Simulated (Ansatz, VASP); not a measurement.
# One calculation of In, two programs

```
In
1.0
     0.00000    2.33083    2.33083
     2.33083    0.00000    2.33083
     2.33083    2.33083    0.00000
In
1
Direct
  0.00000 0.00000 0.00000
```

Alike in both runs: task single point; functional RPBE; k mesh 13 × 13 × 13; occupations fermi-dirac, width 0.1 eV; no spin polarisation.

```csv
,VASP,Ansatz
version,VASP 6.6.1,Ansatz 0.2.0
potentials or method,"VASP PAW PBE potentials, release 64 (In_d)","plane waves (420 eV) with PAW, scalar-relativistic"
plane-wave cutoff (eV),520,420
valence electrons in the cell,13,13
```

|  | VASP | Ansatz | Ansatz less VASP |
| --- | --- | --- | --- |
| pressure (GPa) | 5.4 | 5.4 | +0.08 |

The functional is the same, so the differences come from potentials, cutoffs and numerics.

Caveats: the PAW data sets were made with another functional, which shifts forces and pressure a little (VASP).
